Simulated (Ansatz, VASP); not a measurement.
# WS2: VASP beside Ansatz

One calculation is typed for both programs; each brings its own data sets. How far apart do they land? The cell is taken from a series of runs on this material, whose earlier steps may have relaxed, scaled, displaced or heated it; both programs get it as it stands.

Program: Ansatz 0.2.0. Level of theory: plane waves, with VASP 6.6.1 beside it; single point at PBE, spin-orbit coupling. Results are calculated unless marked as measured.

### 1. The starting structure

The cell holds 9 atoms: 6 S and 3 W. Cell: a = 3.156 Å, b = 3.156 Å, c = 53.800 Å, α = 90.0°, β = 90.0°, γ = 120.0°. It derives from WS2. Vacuum lies along c.

### 2. Ansatz: single point, PBE, spin-orbit coupling

Ansatz runs on its PAW fully relativistic soft_1 files.

With cell and atoms fixed, the geometry can't cause a difference; cores, projectors, grids and the points listed under the comparison can.

Input file input.yaml:

```yaml
crystal:
  lattice:
    - [3.1561069924, 0.0, 0.0]
    - [-1.5780534962, 2.7332688324, 0.0]
    - [0.0, 0.0, 53.8]
  atoms:
    - { symbol: S, position: [0.6666666667, 0.3333333333, 0.3577893293] }
    - { symbol: W, position: [0.3333333333, 0.6666666667, 0.3870972833] }
    - { symbol: S, position: [0.6666666667, 0.3333333333, 0.4163693837] }
    - { symbol: S, position: [0.3333333333, 0.6666666667, 0.4707397701] }
    - { symbol: W, position: [0.6666666667, 0.3333333333, 0.5] }
    - { symbol: S, position: [0.3333333333, 0.6666666667, 0.5292602299] }
    - { symbol: S, position: [0.6666666667, 0.3333333333, 0.5836306163] }
    - { symbol: W, position: [0.3333333333, 0.6666666667, 0.6129027167] }
    - { symbol: S, position: [0.6666666667, 0.3333333333, 0.6422106707] }
  periodic: [true, true, false]
kpoints:
  mp_grid: { grid: [9, 9, 1] }
  band_path:
    path:
      - [0.0, 0.0, 0.0]
      - [0.5, 0.0, 0.0]
      - [0.3333333333, 0.3333333333, 0.0]
      - [0.1666666667, 0.1666666667, 0.0]
    npoints: 1
hamiltonian:
  xc: pbe
  pseudopotentials: { kind: paw_fr, azcp: { folder: soft_1 } }
scf:
  occupations: { method: fermi_dirac, width: 0.02 }
  n_extra_bands: 14
magnetization:
  noncollinear: true
  spin_orbit: true
output:
  eigenvalues: true
```

Run with:

```sh
> ansatz run input.yaml --threads 2 --pin off --max-ram 73728MiB --backend cuda --events-out ev --progress --plain --runs-dir out --devices 1 --max-vram 13GiB
```

Numbers of over 12 decimals in the logs are rounded to 6 here.

The program printed:

```text
scf.n_extra_bands = 14 over 78 filled bands (N_el = 78.0): the run solves 92 bands
GPUs: using 1 of 1 available (devices: 1).
Engine: ansatz 0.2.0, x86_64-unknown-linux-gnu
Pseudopotentials: kind: paw_fr
Pseudopotential: S, paw, valence charge 6, recommended cutoff 420 eV (normal), soft_1/S.paw.azcp
Pseudopotential: W, paw, valence charge 14, recommended cutoff 420 eV (normal), soft_1/W.paw.azcp
Functional definition: PBE
  parameter kappa = 0.804
  parameter beta = 0.066725
  exchange = pbe_x(kappa = kappa, mu = beta*pi^2/3)
  correlation = pbe_c(beta = beta)
non-collinear run that drives no moment, with spin-orbit: no starting moment large enough to seed its density (crystal.atoms[].spin), no starting occupations that ask for one, no magnetisation constraint and no magnetic field, so the semilocal B_xc is pinned to zero
device memory: the entry about to start is reckoned to put 5.9 GiB on a device that reports 39.9 GiB free (of which the cap on the GPU budget leaves the run 13.0 GiB)
GPU FFT provider: cuFFT
GPU libraries: cuBLAS 13.8.2, cuFFT 12.4.0, cuSOLVER 12.3.4
Crystal: 9 atoms, lattice volume = 464.105 Å³
Basis set: ecut = 420 eV, 8963 PW (Γ)
Bands: 92, of which v1, the nominal top of the filled ones, is band 78 counted from 1 (77 counted from 0)
Symmetry: 12 space group operations + 12 with time reversal
Magnetic group: BNS 187.210 (UNI 1440), of the structure as read, at distance tolerance 7.7e-5 Å
k-points: 12 of 81 (time reversal used)
Projection manifold: j_resolved (fully-relativistic pseudo-atomic orbitals)
Non-local potential: S, projectors of the file, resolved by j, l = 0: 2, l = 1: 4, l = 2: 2
Non-local potential: W, projectors of the file, resolved by j, l = 0: 3, l = 1: 4, l = 2: 4, l = 3: 2
PAW form: soft (Blöchl's): semilocal exchange-correlation on the pseudo side does not see the compensation charge
PAW one-centre angular grid: S, 110 points (default); XC on 64 Gauss nodes
PAW one-centre angular grid: W, 590 points (default); XC on 64 Gauss nodes
Initial density: superposition of atomic densities (neutral atoms: chi_scale 0, normalization atom)
Initial wavefunctions: pseudopotential atomic-orbital guess
GPU buffer pool allocated for 207360 grid points (all kernels)
GPU transforms: local potential and band sums: pruned to the plane-wave sphere, on 24×24×360
Functional: x = pbe(κ = 0.804, μ = 0.219515), c = pbe(β = 0.066725)
SCF iter   1: F=—  HF=-36652.596745 eV  |F-HF|=—  |Δ(HF+E_count)|=         —  Δρ=2.83e-2  dr2=4.21e0  dr2_m=0.00e0 (ungated)  ethr=3.10e-3  |M|=0.00e0 ∫|m|=0.00e0 μB  |m|>n=0.0e0 m-floor=0.0e0 τ_xc=0.0e0  β_m=0.30  ⟨swp⟩=13.0  Hψ=8736  notcnv=0
preconditioner: auto → Resta (q_TF=auto, 2.027 Å⁻¹)  ε∞=3.2  [insulator: Δε(μ)=1.176 eV  Ē_g=8.600 eV  σ=0.020 eV  W_gap=1.00  n_scr=34 (ndim 8)  ℏωp=12.7 eV  f_vac=0.647  D(μ)=0.00/eV (n_scr^D=0)  ε∞_Penn≈3.2  vacuum switching on, ρ_ref=5.4e-3 e/Å³]
spin=Noncollinear: Resta preconditioning applied to the charge; magnetization (m_x, m_y, m_z) channels mix plain (no charge-response kernel on spin).
SCF iter   2: F=—  HF=-36651.741142 eV  |F-HF|=—  |Δ(HF+E_count)|=   8.56e-1  Δρ=1.68e-2  dr2=1.45e0  dr2_m=0.00e0 (ungated)  ethr=3.10e-3  |M|=0.00e0 ∫|m|=0.00e0 μB  |m|>n=0.0e0 m-floor=0.0e0 τ_xc=0.0e0  β_m=0.46  ⟨swp⟩=3.8  Hψ=2126  notcnv=0  defer=79
SCF iter   3: F=—  HF=-36651.343155 eV  |F-HF|=—  |Δ(HF+E_count)|=   3.98e-1  Δρ=7.30e-3  dr2=2.57e-1  dr2_m=0.00e0 (ungated)  ethr=1.86e-3  |M|=0.00e0 ∫|m|=0.00e0 μB  |m|>n=0.0e0 m-floor=0.0e0 τ_xc=0.0e0  β_m=0.47  ⟨swp⟩=3.7  Hψ=2335  notcnv=0  defer=79
SCF iter   4: F=—  HF=-36651.307762 eV  |F-HF|=—  |Δ(HF+E_count)|=   3.54e-2  Δρ=2.37e-3  dr2=2.06e-2  dr2_m=0.00e0 (ungated)  ethr=3.30e-4  |M|=0.00e0 ∫|m|=0.00e0 μB  |m|>n=0.0e0 m-floor=0.0e0 τ_xc=0.0e0  β_m=0.70  ⟨swp⟩=3.7  Hψ=2704  notcnv=0  defer=79
SCF iter   5: F=—  HF=-36651.308365 eV  |F-HF|=—  |Δ(HF+E_count)|=   6.03e-4  Δρ=5.69e-4  dr2=1.07e-2  dr2_m=0.00e0 (ungated)  ethr=2.65e-5  |M|=0.00e0 ∫|m|=0.00e0 μB  |m|>n=0.0e0 m-floor=0.0e0 τ_xc=0.0e0  β_m=0.62  ⟨swp⟩=4.2  Hψ=3007  notcnv=0  defer=79
SCF iter   6: F=—  HF=-36651.307838 eV  |F-HF|=—  |Δ(HF+E_count)|=   5.27e-4  Δρ=2.97e-4  dr2=1.57e-3  dr2_m=0.00e0 (ungated)  ethr=1.37e-5  |M|=0.00e0 ∫|m|=0.00e0 μB  |m|>n=0.0e0 m-floor=0.0e0 τ_xc=0.0e0  β_m=0.61  ⟨swp⟩=4.3  Hψ=2022  notcnv=0  defer=79
SCF iter   7: F=—  HF=-36651.307957 eV  |F-HF|=—  |Δ(HF+E_count)|=   1.18e-4  Δρ=1.03e-4  dr2=6.24e-5  dr2_m=0.00e0 (ungated)  ethr=2.02e-6  |M|=0.00e0 ∫|m|=0.00e0 μB  |m|>n=0.0e0 m-floor=0.0e0 τ_xc=0.0e0  β_m=0.80  ⟨swp⟩=2.8  Hψ=1905  notcnv=0  defer=79
SCF iter   8: F=—  HF=-36651.308125 eV  |F-HF|=—  |Δ(HF+E_count)|=   1.68e-4  Δρ=2.89e-5  dr2=1.03e-5  dr2_m=0.00e0 (ungated)  ethr=8.00e-8  |M|=0.00e0 ∫|m|=0.00e0 μB  |m|>n=0.0e0 m-floor=0.0e0 τ_xc=0.0e0  β_m=0.80  ⟨swp⟩=3.2  Hψ=2443  notcnv=0  defer=79
SCF iter   9: F=—  HF=-36651.308127 eV  |F-HF|=—  |Δ(HF+E_count)|=   2.45e-6  Δρ=2.01e-5  dr2=5.11e-6  dr2_m=0.00e0 (ungated)  ethr=1.32e-8  |M|=0.00e0 ∫|m|=0.00e0 μB  |m|>n=0.0e0 m-floor=0.0e0 τ_xc=0.0e0  β_m=0.62  ⟨swp⟩=3.3  Hψ=2326  notcnv=0  defer=79
SCF iter  10: F=—  HF=-36651.308127 eV  |F-HF|=—  |Δ(HF+E_count)|=   6.85e-7  Δρ=6.21e-6  dr2=2.03e-7  dr2_m=0.00e0 (ungated)  ethr=6.56e-9  |M|=0.00e0 ∫|m|=0.00e0 μB  |m|>n=0.0e0 m-floor=0.0e0 τ_xc=0.0e0  β_m=0.75  ⟨swp⟩=2.4  Hψ=1698  notcnv=0  defer=79
SCF iter  11: F=-36651.308127 eV  HF=-36651.308127 eV  |F-HF|=1.67e-9  |Δ(HF+E_count)|=   3.35e-8  Δρ=1.49e-6  dr2=1.89e-8  dr2_m=0.00e0 (ungated)  ethr=1.28e-10  |M|=0.00e0 ∫|m|=0.00e0 μB  |m|>n=0.0e0 m-floor=0.0e0 τ_xc=0.0e0  ⟨swp⟩=18.6  Hψ=5417  notcnv=0
SCF 1 converged in 11 iterations: F = -36651.308127 eV  dr2 = 1.89e-8
  greatest PAW one-centre occupation: 0.999 electrons in one spin orbital (limit 2), on the W atom at site 7 (counted from 0), in its partial waves of l = 0
device memory: the entry about to start is reckoned to put 3.3 GiB on a device that reports 37.8 GiB free (of which the cap on the GPU budget leaves the run 13.0 GiB)
NSCF: frozen V_eff on 4 k-points
SCF converged after 11 iterations
Magnetization: |M| = 0.0000 μB,  M = (+0.0000, +0.0000, +0.0000) μB
Absolute magnetization: 0.0000 μB (∫|m|)
  site 0: m = (+0.0000, +0.0000, +0.0000) μB, |m| = 0.0000 μB  (R = 0.99 Å)
  site 1: m = (+0.0000, +0.0000, +0.0000) μB, |m| = 0.0000 μB  (R = 0.99 Å)
  site 2: m = (+0.0000, +0.0000, +0.0000) μB, |m| = 0.0000 μB  (R = 0.99 Å)
  site 3: m = (+0.0000, +0.0000, +0.0000) μB, |m| = 0.0000 μB  (R = 0.99 Å)
  site 4: m = (+0.0000, +0.0000, +0.0000) μB, |m| = 0.0000 μB  (R = 0.99 Å)
  site 5: m = (+0.0000, +0.0000, +0.0000) μB, |m| = 0.0000 μB  (R = 0.99 Å)
  site 6: m = (+0.0000, +0.0000, +0.0000) μB, |m| = 0.0000 μB  (R = 0.99 Å)
  site 7: m = (+0.0000, +0.0000, +0.0000) μB, |m| = 0.0000 μB  (R = 0.99 Å)
  site 8: m = (+0.0000, +0.0000, +0.0000) μB, |m| = 0.0000 μB  (R = 0.99 Å)
Free energy (F): -36651.308127 eV
Harris-Foulkes:  -36651.308127 eV  (|F-HF|=1.67e-9)
Internal energy: -36651.308127 eV  (E = F + TS)
E sigma→0 (E₀):  -36651.308127 eV
Fermi energy:    -4.545713 eV
--- Per-component energies (eV) ---
  E_band       = -1876.738828
  E_kinetic    = 1903.155353
  E_local      = -487716.413685  (includes V_loc(G=0)·N_el)
  E_nonlocal   = 121.099808
  E_hartree    = 242775.027495
  E_xc         = -1338.007437
  E_vxc        = -1192.594940  (∫ρ·V_xc dr)
  E_paw        = -29446.850432  (= ΣΔE_a)
  E_vpaw       = -542.043551  (= ΣTr[D̂ρ^β])
  E_aug_tail   = 0.000461  (compensation charges beyond the density's cutoff)
  E_ewald      = 237050.680311
  E_smearing   = -0.000000  (= −TS)
  E_closure    = -0.000000  (closes the sum)
  Σ components = -36651.308127   (vs F -36651.308127, Δ=0.00e0)
--- Band table (eV; the first three rows and the last of 12) ---
  k-point 0: bands = [... 74 lower, -5.4769, -5.4769, -5.1104, -5.1104, -2.8683, -2.8683, -2.8492, -2.8492, ... 10 higher]
  k-point 1: bands = [... 74 lower, -5.6892, -5.6892, -5.4823, -5.4823, -3.1578, -3.1578, -3.1015, -3.1015, ... 10 higher]
  k-point 2: bands = [... 74 lower, -6.3740, -6.3740, -6.3616, -6.3616, -3.6648, -3.6648, -3.4256, -3.4256, ... 10 higher]
  k-point 11: bands = [... 74 lower, -5.9015, -5.4867, -5.4847, -5.4603, -3.8160, -3.8024, -3.7963, -3.7727, ... 10 higher]
```

In the SCF lines HF is the Harris–Foulkes energy and dr2 the Hartree energy of the density residual, in eV; the loop may stop once dr2 is under the threshold and the program's other checks hold. Hψ counts applications of the Hamiltonian.

(Part 1 of 2 ends here.)

[Lines on the potential files, build, host, timing and source positions are cut from VASP's logs without a mark.]

[Logs are printed without paths, hosts, clocks, repeated set-up lines and the standing remarks that a program may print on its own settings, such as how far it seeks lower states.]

[Hosts, paths, dates, database ids (printed as entryN), source tags and the programs' standing remarks are cut or masked in the printed files.]
